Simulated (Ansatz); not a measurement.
Input and command of a plane-wave DFT calculation in Ansatz:

```yaml
crystal:
  lattice:
    - [-3.2550688458, 3.2550688458, 3.2550688458]
    - [3.4293938939, -3.2550688458, 3.4293938939]
    - [3.2550688458, 3.2550688458, -3.2550688458]
  atoms:
    - { symbol: Ti, position: [1.0e-10, 1.0e-10, 1.0e-10] }
    - { symbol: Ti, position: [1.0e-10, 1.0e-10, 0.5000000001] }
    - { symbol: Ti, position: [0.0127081529, 0.5254163058, 0.0127081529] }
    - { symbol: Ti, position: [0.0127081529, 0.5254163058, 0.5127081529] }
    - { symbol: Ti, position: [0.5000000001, 1.0e-10, 1.0e-10] }
    - { symbol: Ti, position: [0.5000000001, 1.0e-10, 0.5000000001] }
    - { symbol: Ti, position: [0.5127081529, 0.5254163058, 0.0127081529] }
    - { symbol: Ti, position: [0.5127081529, 0.5254163058, 0.5127081529] }
    - { symbol: H, position: [0.1313540765, 0.262708153, 0.3813540765] }
basis:
  ecutwfc: 420
kpoints:
  mp_grid: { grid: [4, 4, 4] }
hamiltonian:
  xc: pbe
scf:
  occupations: { method: gaussian, width: 0.1 }
output:
  forces: true
  stress: true
  eigenvalues: true
relax:
  adjacent_minimum: "off"
  f_tol: 0.0325
  max_steps: 70
  cell: { stress_tol: 0.24 }
```

```bash
ansatz run input.yaml --threads 2 --pin off --max-ram 5120MiB --backend cpu --events-out ev --progress --plain --runs-dir out
```

Processor: Arm Neoverse V1, 2 threads, on a host shared with other jobs.

Q: How long does it run, and how much memory does it take?

A: About 64 s on 2 threads of Arm Neoverse V1 (shared host), peak memory 0.45 GiB. It solves 59 bands at 18 k points (the mesh reduced by the symmetry that the task leaves, which can be less than the crystal's) with about 2787 plane waves (on the last cell), in 43 SCF iterations over 7 ionic steps.
